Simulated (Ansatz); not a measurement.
# GaS: the cost of one run

Program: Ansatz 0.2.0. Level of theory: DFT PBEsol, scalar-relativistic, plane waves, PAW. These are calculated values, not measurements.

2 further runs of the same task are left out: 2 set aside as unsound or not needed.

### 1 The structure to begin with

The structure is hexagonal, space group P6_3/mmc (No. 194). The conventional cell has a = 3.568 Å, b = 3.568 Å, c = 16.011 Å, α = 90.00°, β = 90.00°, γ = 120.00°. Ga (site symmetry 3m) is surrounded by 3 S at 2.33 Å and 1 Ga at 2.44 Å. S (site symmetry 3m) has 3 Ga at 2.33 Å as nearest neighbours.

Structure file:

```cif
data_structure
_symmetry_space_group_name_H-M 'P6_3/mmc'
_symmetry_Int_Tables_number 194
_cell_length_a 3.5684
_cell_length_b 3.5684
_cell_length_c 16.0105
_cell_angle_alpha 90.000
_cell_angle_beta 90.000
_cell_angle_gamma 120.000
_cell_volume 176.56
loop_
_atom_site_label
_atom_site_type_symbol
_atom_site_symmetry_multiplicity
_atom_site_Wyckoff_symbol
_atom_site_fract_x
_atom_site_fract_y
_atom_site_fract_z
_atom_site_occupancy
Ga1 Ga 4 f 0.33333 0.66667 0.17390 1
S1 S 4 f 0.33333 0.66667 0.60605 1
```

It is the result of an earlier relaxation at this level (volume 22.07 Å³/atom; gap on the mesh: 1.73 eV).

### 2 Tight relaxation for the response runs

Response functions are second derivatives at a minimum, so forces and stress are first brought close to zero on the mesh and occupations that the response runs use.

input.yaml

```yaml
crystal:
  lattice:
    - [3.568423678, 0.0, 0.0]
    - [-1.784211839, 3.0903455566, 0.0]
    - [0.0, 0.0, 16.0105084372]
  atoms:
    - { symbol: Ga, position: [0.3333333333, 0.6666666667, 0.1738961376] }
    - { symbol: Ga, position: [0.6666666667, 0.3333333333, 0.6738961376] }
    - { symbol: Ga, position: [0.3333333333, 0.6666666667, 0.3261038624] }
    - { symbol: Ga, position: [0.6666666667, 0.3333333333, 0.8261038624] }
    - { symbol: S, position: [0.3333333333, 0.6666666667, 0.606046669] }
    - { symbol: S, position: [0.6666666667, 0.3333333333, 0.106046669] }
    - { symbol: S, position: [0.3333333333, 0.6666666667, 0.893953331] }
    - { symbol: S, position: [0.6666666667, 0.3333333333, 0.393953331] }
basis:
  ecutwfc: 420
kpoints:
  mp_grid: { grid: [12, 12, 2] }
hamiltonian:
  xc: pbesol
scf:
  occupations: { method: fixed }
output:
  forces: true
  stress: true
  eigenvalues: true
  write_density: true
  write_potential: true
  elf: true
  volumetric_format: npy
relax:
  adjacent_minimum: "off"
  f_tol: 0.001
  max_steps: 60
  cell: { stress_tol: 0.01 }
```

Started as:

```sh
$ ansatz run input.yaml --threads 2 --pin off --max-ram 7168MiB --backend cpu --events-out ev --progress --plain --runs-dir out
```

Q: Estimate wall time and peak memory on 2 threads of Arm Neoverse V1, shared host.

About 42 s, with a peak of 0.58 GiB.
